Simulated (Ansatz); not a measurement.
## KZnF₃ (Pm-3m), clamped-ion strain scan

The calculation used DFT PBE, scalar-relativistic, plane waves, PAW in Ansatz 0.2.0. Cutoff 420 eV, Γ-centred 6×6×6 k-points, Gaussian smearing of 0.05 eV. No spin polarisation. Energies are free energies at this smearing, counted from the undisturbed cell; pressure is positive in compression.

The undisturbed cell (as given, not relaxed at this level; it stands at 4.6 GPa, and it needn't be the usual structure):

```
K Zn F
1.0
     4.05000    0.00000    0.00000
     0.00000    4.05000    0.00000
     0.00000    0.00000    4.05000
K Zn F
1 1 3
Direct
  0.00000 0.00000 0.00000
  0.50000 0.50000 0.50000
  0.50000 0.50000 0.00000
  0.00000 0.50000 0.50000
  0.50000 0.00000 0.50000
```

The cell is strained by ε times the Voigt pattern (0, 0, 0, 1, 0, 0) (xx, yy, zz, yz, xz, xy; engineering shear) with fractional coordinates fixed.

```csv
ε,ΔE (meV/atom),"stress summed along the pattern (GPa, tension positive)",pressure (GPa),gap on the mesh (eV)
-0.0200,0.5,-0.69,4.6,3.86
-0.0100,0.1,-0.34,4.6,3.86
0.0000,0.0,0.00,4.6,3.86
0.0025,-0.1,0.09,4.6,3.86
0.0050,0.0,0.17,4.6,3.86
0.0075,0.0,0.26,4.6,3.86
0.0125,?,0.43,4.6,3.86
0.0150,0.3,0.51,4.6,3.86
0.0175,0.4,0.60,4.6,3.86
```

By symmetry 0.0200 repeats -0.0200, -0.0150 repeats 0.0150, 0.0100 repeats -0.0100, -0.0050 repeats 0.0050 in energy, with the opposite slope along the path.

Q: Give the withheld values.

A: ΔE (meV/atom) at ε = 0.0125: 0.2.